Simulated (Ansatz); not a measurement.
Results of PBE-D4 (Ansatz, a program for electronic structure, plane waves, PAW) for cubic perovskite LaAlO3 (cubic high-temperature phase).

Run with plane-wave cutoff 520 eV, 10×10×10 k mesh, Fermi–Dirac smearing 0.01 eV, scalar-relativistic PAW data made under PBE.

The cell is scaled about its equilibrium volume:

```json
[
 {"V (Å³/atom)": "10.199", "P (GPa)": "14.14", "direct gap at Γ (eV)": "3.682", "smallest gap on the k mesh (eV)": "3.651"},
 {"V (Å³/atom)": "10.416", "P (GPa)": "8.93", "direct gap at Γ (eV)": "3.671", "smallest gap on the k mesh (eV)": "3.612"},
 {"V (Å³/atom)": "10.633", "P (GPa)": "4.23", "direct gap at Γ (eV)": "3.658", "smallest gap on the k mesh (eV)": "3.574"},
 {"V (Å³/atom)": "10.850", "P (GPa)": "0.01", "direct gap at Γ (eV)": "3.643", "smallest gap on the k mesh (eV)": "3.537"},
 {"V (Å³/atom)": "11.067", "P (GPa)": "-3.79", "direct gap at Γ (eV)": "3.627", "smallest gap on the k mesh (eV)": "3.500"},
 {"V (Å³/atom)": "11.284", "P (GPa)": "-7.22", "direct gap at Γ (eV)": "3.610", "smallest gap on the k mesh (eV)": "3.464"},
 {"V (Å³/atom)": "11.501", "P (GPa)": "-10.30", "direct gap at Γ (eV)": "3.592", "smallest gap on the k mesh (eV)": "3.428"}
]
```

The fundamental gap (3.54 eV at the equilibrium volume, with added k points) lies elsewhere than Γ–Γ.

Note: the relaxation could not lower the start's symmetry, so the cell can be a saddle point above a distorted one.

Spin–orbit coupling is not included.
